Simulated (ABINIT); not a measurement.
**AgBr (Bromargyrite): changed settings of a GW run in ABINIT**

What do changed inputs do to GW on AgBr (Bromargyrite)?

Method: PBE and many-body steps on it, plane waves, in ABINIT 10.8.3.

### 1. The structure

The structure is cubic, space group Fm-3m (No. 225). The conventional cell has a = 5.774 Å, b = 5.774 Å, c = 5.774 Å, α = 90.00°, β = 90.00°, γ = 90.00°. Nearest to Ag lie 6 Br at 2.89 Å. Nearest to Br lie 6 Ag at 2.89 Å. Farther neighbours and most contacts between anions are not listed.

The cell and positions come from the Crystallography Open Database and are kept as given unless a step says otherwise.

### 2. Screening, 4×4×4 mesh, 77 bands, screening to 136.1 eV

This step: ABINIT 10.8.3; RPA screening on PBE, plane waves, norm-conserving pseudopotentials.

The RPA dielectric matrix is built and inverted for each q.

File run.abi:

```
acell 3*1.0 Angstrom
rprim 
  0.000000000000 2.887250000000 2.887250000000
  2.887250000000 0.000000000000 2.887250000000
  2.887250000000 2.887250000000 0.000000000000
ntypat 2
znucl 47 35
natom 2
typat 1 2
xred 
  0.000000000000 0.000000000000 0.000000000000
  0.500000000000 0.500000000000 0.500000000000
pp_dirpath "pseudos"
pseudos "Ag.upf, Br.upf"
ecut 37
ngkpt 4 4 4
nshiftk 1
shiftk 0 0 0
kptopt 1
chksymbreak 0
istwfk *1
occopt 1
irdwfk 1
optdriver 3
nband 77
ecuteps 5
inclvkb 2
awtr 1
symchi 1
indata_prefix "in"
outdata_prefix "out"
tmpdata_prefix "tmp"
```

Started as:

```
OMP_NUM_THREADS=1 mpirun -n 8 abinit run.abi > log
```

The log of the run:

```text
.Version 10.8.3 of ABINIT. v10.8.2 released Aug 2026.

 Symmetries : space group Fm -3 m (#225); Bravais cF (face-center cubic)
[... echo of the input left out ...]
== DATASET  1 ==================================================================
-   mpi_nproc: 8, omp_nthreads: 1 (-1 if OMP is not activated)

--- !DatasetInfo
iteration_state: {dtset: 1, }
dimensions: {natom: 2, nkpt: 8, mband: 77, nsppol: 1, nspinor: 1, nspden: 1, mpw: 3512, }
cutoff_energies: {ecut:  37.0, pawecutdg:  -1.0, }
electrons: {nelect:   2.60000000E+01, charge:   0.00000000E+00, occopt:   1.00000000E+00, tsmear:   1.00000000E-02, }

 SCREENING: Calculation of the susceptibility and dielectric matrices

 Based on a program developped by R.W. Godby, V. Olevano, G. Onida, and L. Reining.
 Incorporated in ABINIT by V. Olevano, G.-M. Rignanese, and M. Torrent.
.Using double precision arithmetic ; gwpc =  8

[... cell and pseudopotentials left out ...]
--------------------------------------------------------------------------------

 ==== K-mesh for the wavefunctions ====
 Number of points in the irreducible wedge :     8
[... list of points left out ...]
 Together with 48 symmetry operations and time-reversal symmetry
 yields    64 points in the full Brillouin Zone.

 ==== Q-mesh for the screening function ====
 Number of points in the irreducible wedge :     8
[... list of points left out ...]
 Together with 48 symmetry operations and time-reversal symmetry
 yields    64 points in the full Brillouin Zone.

 setmesh: FFT mesh size selected  =    30x   30x   30
          total number of points  =        27000

 vcoul_init : cutoff-mode = AUXILIARY_FUNCTION
 q-points for optical limit:   1
     1)      0.000010    0.000020    0.000030

- screening: taking advantage of time-reversal symmetry
- Maximum band index for partially occupied states nbvw = 13
- Remaining bands to be divided among processors   nbcw = 64
- Number of bands treated by each node ~8

 Number of electrons calculated from density =   26.0000; Expected =   26.0000
 average of density, n =  0.080038
 r_s =    1.4395
 omega_plasma =   27.2899 [eV]

 calculating chi0 at frequencies [eV] :
  1    0.000000E+00    0.000000E+00
  2    0.000000E+00    2.728993E+01

--------------------------------------------------------------------------------
  q-point number  1        q = ( 0.000000, 0.000000, 0.000000) [r.l.u.]
--------------------------------------------------------------------------------
[... chi0 elements left out ...]
 For q-point:  0.000010 0.000020 0.000030
  dielectric constant =   6.7287
  dielectric constant without local fields =   7.2606

  Average fulfillment of the sum rule on Im[epsilon] for q-point    1 :     57.00  [%]
[... wings left out ...]
  q-point number  2        q = ( 0.250000, 0.000000, 0.000000) [r.l.u.]
--------------------------------------------------------------------------------
[... chi0 elements left out ...]
  Average fulfillment of the sum rule on Im[epsilon] for q-point    2 :     72.38  [%]

 [... 6 further q-points ...]
```

The job ended after 13 s (8 MPI ranks of Arm Neoverse V1, shared host; peak memory 1.3 GiB; 1.7 min of CPU time).

This step gave:

- ε∞ with local fields, on this mesh, along the program's q direction: 6.729
- the same without local fields: 7.261
- plasma frequency: 27.29 eV
- plane waves in the screening matrix: 169

Local fields lower ε∞ by 7 %. On a Γ-centred mesh this coarse the value itself is usually too large, while a short band sum pulls it down.

### 3. Base

The self-energy is evaluated for the states that the input lists, and the levels follow from it, in one-shot runs by the linearised quasiparticle equation.

This step: G0W0 on PBE, plane waves, norm-conserving pseudopotentials.

Changes to run.abi since step 2:

```diff
@@ -23,8 +23,17 @@
 irdwfk 1
-optdriver 3
+optdriver 4
 nband 77
+gwcalctyp 0
+ecutsigx 37
+symsigma 1
+nkptgw 2
+kptgw 
+  0.5000000000 0.0000000000 0.0000000000
+  0.0000000000 0.0000000000 0.0000000000
+bdgw 
+  12 15
+  11 17
 ecuteps 5
-inclvkb 2
-awtr 1
-symchi 1
+irdscr 1
+ppmodel 1
 indata_prefix "in"
```

The log of the run:

```text
.Version 10.8.3 of ABINIT. v10.8.2 released Aug 2026.

 Symmetries : space group Fm -3 m (#225); Bravais cF (face-center cubic)
[... echo of the input left out ...]
== DATASET  1 ==================================================================
-   mpi_nproc: 8, omp_nthreads: 1 (-1 if OMP is not activated)

--- !DatasetInfo
iteration_state: {dtset: 1, }
dimensions: {natom: 2, nkpt: 8, mband: 77, nsppol: 1, nspinor: 1, nspden: 1, mpw: 3512, }
cutoff_energies: {ecut:  37.0, pawecutdg:  -1.0, }
electrons: {nelect:   2.60000000E+01, charge:   0.00000000E+00, occopt:   1.00000000E+00, tsmear:   1.00000000E-02, }

 SIGMA: Calculation of the GW corrections

 Based on a program developped by R.W. Godby, V. Olevano, G. Onida, and L. Reining.
 Incorporated in ABINIT by V. Olevano, G.-M. Rignanese, and M. Torrent.
.Using double precision arithmetic ; gwpc =  8

[... cell and pseudopotentials left out ...]
--------------------------------------------------------------------------------

 ==== K-mesh for the wavefunctions ====
 Number of points in the irreducible wedge :     8
[... list of points left out ...]
 Together with 48 symmetry operations and time-reversal symmetry
 yields    64 points in the full Brillouin Zone.

 ==== Q-mesh for screening function ====
 Number of points in the irreducible wedge :     8
[... list of points left out ...]
 Together with 48 symmetry operations and time-reversal symmetry
 yields    64 points in the full Brillouin Zone.

 vcoul_init : cutoff-mode = AUXILIARY_FUNCTION
 q-points for optical limit:   1
     1)      0.000010    0.000020    0.000030
 setmesh: FFT mesh size selected  =    45x   45x   45
          total number of points  =        91125

 Number of electrons calculated from density =   26.0000; Expected =   26.0000
 average of density, n =  0.080038
 r_s =    1.4395
 omega_plasma =   27.2899 [eV]

 === KS Band Gaps ===
  >>>> For spin  1
   Minimum direct gap =   2.5442 [eV], located at k-point      :   0.0000  0.0000  0.0000
   Fundamental gap    =   0.6764 [eV], Top of valence bands at :   0.5000  0.0000  0.0000
                                       Bottom of conduction at :   0.0000  0.0000  0.0000
 SIGMA fundamental parameters:
 PLASMON POLE MODEL  1
 number of plane-waves for SigmaX                 3479
 number of plane-waves for SigmaC and W            169
 number of plane-waves for wavefunctions          3479
 number of bands                                    77
 number of independent spin polarizations            1
 number of spinorial components                      1
 number of k-points in IBZ                           8
 number of q-points in IBZ                           8
 number of symmetry operations                      48
 number of k-points in BZ                           64
 number of q-points in BZ                           64
 number of frequencies for dSigma/dE                 9
 frequency step for dSigma/dE [eV]                0.25
 number of omega for Sigma on real axis              0
 max omega for Sigma on real axis  [eV]           0.00
 zcut for avoiding poles [eV]                     0.10

 EPSILON^-1 parameters (SCR file):
 dimension of the eps^-1 matrix on file            169
 dimension of the eps^-1 matrix used               169
 number of plane-waves for wavefunctions          3479
 number of bands                                    77
 number of q-points in IBZ                           8
 number of frequencies                               2
 number of real frequencies                          1
 number of imag frequencies                          1

 matrix elements of self-energy operator (all in [eV])

 Perturbative Calculation

--- !SelfEnergy_ee
iteration_state: {dtset: 1, }
kpoint     : [   0.500,    0.000,    0.000, ]
spin       : 1
KS_gap     :    3.789
QP_gap     :    4.494
Delta_QP_KS:    0.705
data: !SigmaeeData |
     Band     E0 <VxcDFT>   SigX SigC(E0)      Z dSigC/dE  Sig(E)    E-E0       E
       12   4.662 -19.756 -24.013   3.634   0.799  -0.252 -20.254  -0.498   4.164
       13   4.662 -19.756 -24.013   3.634   0.799  -0.252 -20.254  -0.498   4.164
       14   8.451  -8.729  -4.696  -3.784   0.832  -0.202  -8.522   0.208   8.659
       15  11.151 -13.263  -7.266  -4.795   0.799  -0.251 -12.302   0.961  12.112

--- !SelfEnergy_ee
iteration_state: {dtset: 1, }
kpoint     : [   0.000,    0.000,    0.000, ]
spin       : 1
KS_gap     :    2.544
QP_gap     :    3.629
Delta_QP_KS:    1.085
data: !SigmaeeData |
     Band     E0 <VxcDFT>   SigX SigC(E0)      Z dSigC/dE  Sig(E)    E-E0       E
       11   2.794 -13.189 -16.662   2.616   0.798  -0.254 -13.872  -0.684   2.111
       12   2.794 -13.189 -16.662   2.616   0.798  -0.254 -13.872  -0.684   2.111
       13   2.794 -13.189 -16.662   2.616   0.798  -0.254 -13.872  -0.684   2.111
       14   5.338 -10.519  -6.429  -3.604   0.826  -0.210 -10.118   0.402   5.740
       15  14.594 -11.297  -6.448  -4.163   0.818  -0.222 -10.735   0.562  15.156
       16  14.594 -11.297  -6.448  -4.163   0.818  -0.222 -10.735   0.562  15.156
       17  14.594 -11.297  -6.448  -4.163   0.818  -0.222 -10.735   0.562  15.156

== END DATASET(S) ==============================================================
================================================================================

 -outvars: echo values of variables after computation  --------
           etotal      0.0000000000E+00
            nband          77
             nkpt           8
          spgroup         225
 [... the other variables as echoed above ...]

 Calculation completed.
```

Wall time 4.9 s (8 MPI ranks); peak memory 1.3 GiB; 39 s of CPU time.

This step gave:

* G0W0 gap on the points computed: 1.576 eV
* starting gap on the mesh: 0.6762 eV
* k of the valence top: 0.5, 0, 0
* k of the conduction bottom: 0, 0, 0
* Z at the valence top: 0.799
* Z at the conduction bottom: 0.826
* least direct G0W0 gap on the computed points: 3.629 eV

The gap on the mesh goes from 0.68 eV to 1.58 eV, a correction of +0.90 eV.

### 4. No symmetry in the self-energy

Changes to run.abi since step 3:

```diff
@@ -27,3 +27,3 @@
 ecutsigx 37
-symsigma 1
+symsigma 0
 nkptgw 2
```

The log of the run:

```text
.Version 10.8.3 of ABINIT. v10.8.2 released Aug 2026.

 Symmetries : space group Fm -3 m (#225); Bravais cF (face-center cubic)
[... echo of the input left out ...]
== DATASET  1 ==================================================================
-   mpi_nproc: 8, omp_nthreads: 1 (-1 if OMP is not activated)

--- !DatasetInfo
iteration_state: {dtset: 1, }
dimensions: {natom: 2, nkpt: 8, mband: 77, nsppol: 1, nspinor: 1, nspden: 1, mpw: 3512, }
cutoff_energies: {ecut:  37.0, pawecutdg:  -1.0, }
electrons: {nelect:   2.60000000E+01, charge:   0.00000000E+00, occopt:   1.00000000E+00, tsmear:   1.00000000E-02, }

 SIGMA: Calculation of the GW corrections

 Based on a program developped by R.W. Godby, V. Olevano, G. Onida, and L. Reining.
 Incorporated in ABINIT by V. Olevano, G.-M. Rignanese, and M. Torrent.
.Using double precision arithmetic ; gwpc =  8

[... cell and pseudopotentials left out ...]
--------------------------------------------------------------------------------

 ==== K-mesh for the wavefunctions ====
 Number of points in the irreducible wedge :     8
[... list of points left out ...]
 Together with 48 symmetry operations and time-reversal symmetry
 yields    64 points in the full Brillouin Zone.

 ==== Q-mesh for screening function ====
 Number of points in the irreducible wedge :     8
[... list of points left out ...]
 Together with 48 symmetry operations and time-reversal symmetry
 yields    64 points in the full Brillouin Zone.

 vcoul_init : cutoff-mode = AUXILIARY_FUNCTION
 q-points for optical limit:   1
     1)      0.000010    0.000020    0.000030
 setmesh: FFT mesh size selected  =    45x   45x   45
          total number of points  =        91125

 Number of electrons calculated from density =   26.0000; Expected =   26.0000
[...]
number of omega for Sigma on real axis              0
 max omega for Sigma on real axis  [eV]           0.00
 zcut for avoiding poles [eV]                     0.10

 EPSILON^-1 parameters (SCR file):
 dimension of the eps^-1 matrix on file            169
 dimension of the eps^-1 matrix used               169
 number of plane-waves for wavefunctions          3479
 number of bands                                    77
 number of q-points in IBZ                           8
 number of frequencies                               2
 number of real frequencies                          1
 number of imag frequencies                          1

 matrix elements of self-energy operator (all in [eV])

 Perturbative Calculation

--- !SelfEnergy_ee
iteration_state: {dtset: 1, }
kpoint     : [   0.500,    0.000,    0.000, ]
spin       : 1
KS_gap     :    3.789
QP_gap     :    4.494
Delta_QP_KS:    0.705
data: !SigmaeeData |
     Band     E0 <VxcDFT>   SigX SigC(E0)      Z dSigC/dE  Sig(E)    E-E0       E
       12   4.662 -19.756 -24.013   3.633   0.799  -0.252 -20.254  -0.498   4.164
       13   4.662 -19.756 -24.013   3.634   0.799  -0.252 -20.254  -0.497   4.165
       14   8.451  -8.729  -4.696  -3.784   0.832  -0.202  -8.522   0.208   8.659
[...]
--- !SelfEnergy_ee
iteration_state: {dtset: 1, }
kpoint     : [   0.000,    0.000,    0.000, ]
spin       : 1
KS_gap     :    2.544
QP_gap     :    3.629
Delta_QP_KS:    1.085
data: !SigmaeeData |
     Band     E0 <VxcDFT>   SigX SigC(E0)      Z dSigC/dE  Sig(E)    E-E0       E
[...]
16  14.594 -11.297  -6.448  -4.162   0.818  -0.222 -10.735   0.562  15.157
       17  14.594 -11.297  -6.448  -4.163   0.818  -0.222 -10.735   0.562  15.156

== END DATASET(S) ==============================================================
================================================================================

 -outvars: echo values of variables after computation  --------
           etotal      0.0000000000E+00
            nband          77
             nkpt           8
          spgroup         225
 [... the other variables as echoed above ...]

 Calculation completed.
```

It took 16 s on 8 MPI ranks; peak memory 1.3 GiB.

Numbers from this step:

```
G0W0 gap on the points computed              : 1.575 eV
starting gap on the mesh                     : 0.6762 eV
k of the valence top                         : 0.5, 0, 0
k of the conduction bottom                   : 0, 0, 0
Z at the valence top                         : 0.799
Z at the conduction bottom                   : 0.826
least direct G0W0 gap on the computed points : 3.629 eV
```

Against G0W0 in ABINIT (4×4×4 mesh, 77 bands, screening to 136.1 eV, Godby-Needs plasmon pole), the gap moves by −0.001 eV.

### 5. Broadening of the poles

Changes to run.abi since step 4:

```diff
@@ -27,3 +27,3 @@
 ecutsigx 37
-symsigma 0
+symsigma 1
 nkptgw 2
@@ -38,2 +38,3 @@
 ppmodel 1
+zcut 0.01 eV
 indata_prefix "in"
```

The log of the run:

```text
.Version 10.8.3 of ABINIT. v10.8.2 released Aug 2026.

 Symmetries : space group Fm -3 m (#225); Bravais cF (face-center cubic)
[... echo of the input left out ...]
== DATASET  1 ==================================================================
-   mpi_nproc: 8, omp_nthreads: 1 (-1 if OMP is not activated)

--- !DatasetInfo
iteration_state: {dtset: 1, }
dimensions: {natom: 2, nkpt: 8, mband: 77, nsppol: 1, nspinor: 1, nspden: 1, mpw: 3512, }
cutoff_energies: {ecut:  37.0, pawecutdg:  -1.0, }
[...]
Band     E0 <VxcDFT>   SigX SigC(E0)      Z dSigC/dE  Sig(E)    E-E0       E
[...]
16  14.594 -11.297  -6.448  -4.161   0.819  -0.221 -10.733   0.564  15.158
       17  14.594 -11.297  -6.448  -4.161   0.819  -0.221 -10.733   0.564  15.158

== END DATASET(S) ==============================================================
================================================================================

 -outvars: echo values of variables after computation  --------
           etotal      0.0000000000E+00
            nband          77
             nkpt           8
          spgroup         225
 [... the other variables as echoed above ...]

 Calculation completed.
```

Elapsed: 4.9 s, on 8 MPI ranks; peak memory 1.3 GiB; 39 s of CPU time.

Numbers from this step:

| Quantity | Value |
| --- | --- |
| G0W0 gap on the points computed | 1.576 eV |
| starting gap on the mesh | 0.6762 eV |
| k of the valence top | 0.5, 0, 0 |
| k of the conduction bottom | 0, 0, 0 |
| least direct G0W0 gap on the computed points | 3.629 eV |

Against G0W0 in ABINIT (4×4×4 mesh, 77 bands, screening to 136.1 eV, Godby-Needs plasmon pole), the gap moves by +0.000 eV.

(Part 1 of 2 ends here.)

[Paths, hosts, dates, memory and timing lines, banners, echoed tables and standing remarks are left out of the program output.]

[Logs are printed without paths, hosts, clocks, repeated set-up lines and the standing remarks that a program may print on its own settings, such as how far it seeks lower states.]

[Runs of the session that timed out or met a known fault of the program may be left out.]

[Hosts, paths, dates, database ids (printed as entryN), source tags and the programs' standing remarks are cut or masked in the printed files.]

[G0W0 gaps are taken among the corrected bands and points alone; a level outside them can change the order at an edge.]

[Where Ansatz stands beside ABINIT at settings called matched, ABINIT's density can come from a denser mesh and the files from another edition; pairs whose starting gaps differed by over 0.03 eV were left out, so agreement reads better than it is.]
